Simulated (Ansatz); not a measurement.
**B: the order of phases at one pressure**

Aim: bring B in several structures (fcc, bcc, hcp, simple hexagonal, graphite, sc) to one pressure and rank them by enthalpy. The pressure is set by scaling the first phase. Methods of the runs shown: LAPW. Companion runs by PAW are cited.

Program: Ansatz 0.2.0. Level of theory: DFT, PBE, all-electron LAPW, scalar-relativistic. These are calculated values, not measurements.

**1. The starting structure**

The structure is cubic, space group Fm-3m (No. 225). The conventional cell has a = 2.846 Å, b = 2.846 Å, c = 2.846 Å, α = 90.00°, β = 90.00°, γ = 90.00°. B (site symmetry m-3m) has 12 B at 2.01 Å as nearest neighbours.

Structure file:

```
CELL_PARAMETERS angstrom
0.00000 1.42309 1.42309
1.42309 0.00000 1.42309
1.42309 1.42309 0.00000
ATOMIC_POSITIONS crystal
B 0.00000 0.00000 0.00000
```

**2. Fcc relaxed under pressure, LAPW**

Contents of input.yaml:

```yaml
crystal:
  lattice:
    - [0.0, 1.4230864663, 1.4230864663]
    - [1.4230864663, 0.0, 1.4230864663]
    - [1.4230864663, 1.4230864663, 0.0]
  atoms:
    - { symbol: B, position: [0.0, 0.0, 0.0] }
kpoints:
  mp_grid: { grid: [22, 22, 22] }
scf:
  occupations: { method: fermi_dirac, width: 0.08 }
hamiltonian:
  xc: pbe
  pseudopotentials: { kind: all_electron, lapw: { basis_error: 0.0005 } }
output:
  forces: true
  stress: true
  eigenvalues: true
relax:
  f_tol: 0.005
  max_steps: 12
  cell: { p_target: 5.9, stress_tol: 0.03 }
```

Started as:

```
$ ansatz run input.yaml --threads 1 --pin off --max-ram 3584MiB --backend cpu --events-out ev --progress --plain --runs-dir out
```

The runs that follow: Bcc relaxed under pressure, LAPW; Hcp relaxed under pressure, LAPW; Simple hexagonal relaxed under pressure, LAPW; Graphite at the cell that PAW relaxed, LAPW; Sc relaxed under pressure, LAPW.

**Question.** What will these runs give? Wanted: pressure; lowest (for each run or level that gives them).

**Answer**, as computed:

| quantity | value |
| --- | --- |
| pressure | 5.9 GPa |
| lowest (LAPW) | simple hexagonal, 7.6 meV/atom under hcp |
| lowest (PAW) | simple hexagonal, 7.5 meV/atom under hcp |

**Reading.** By LAPW the order is simple hexagonal < hcp < graphite < sc < fcc < bcc. By PAW the order is simple hexagonal < hcp < graphite < sc < fcc < bcc. The methods agree on the lowest phase. Only these structures were tried, with electrons smeared by 0.08 eV and without vibrations, so the true ground state may be another. The k meshes differ between phases and weren't tested, which can move differences by some meV. The hcp start ended with c/a = 3.89, far from close packing.
